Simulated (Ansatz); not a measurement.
C2H4O2 (acetic acid): a line through the functionals

The species is C2H4O2 (8 atoms), meant as a singlet with charge 0. SMILES: `CC(=O)O`. Geometry: relaxed at PBE0-D4/def2-TZVP. This is one conformer, not always the lowest.

The HOMO–LUMO gap y, in eV, basis 6-311+G(d,p); a is the functional's share of exact exchange. Programs: Ansatz 0.2.0.

```
functional  program     a  y (eV)
    r2SCAN   Ansatz     0    6.10
    revPBE   Ansatz     0    5.51
     B3LYP   Ansatz   0.2       ?
      PBE0   Ansatz  0.25    8.33
     BHLYP   Ansatz   0.5   10.41
```

Problem. Fit y = c + s·a to the known rows and predict B3LYP.

Solution. 
1. Means of the 4 rows: a = 0.1875, y = 7.588.
2. Σ(Δa)² = 0.17188, Σ(Δa·Δy) = 1.5969, so the slope is 1.5969/0.17188 = 9.2908.
3. Intercept: 7.588 − (9.2908) × 0.1875 = 5.846. The largest residual of the fit is 0.34.
4. B3LYP: 5.846 + (9.2908) × 0.2 = 7.70 eV.

The run gave 7.77 eV, so the prediction is off by -0.07 eV, within the scatter of the fit. Exact exchange lowers occupied levels and raises empty ones. The rows mix families of semi-local functionals, which the line can't see.
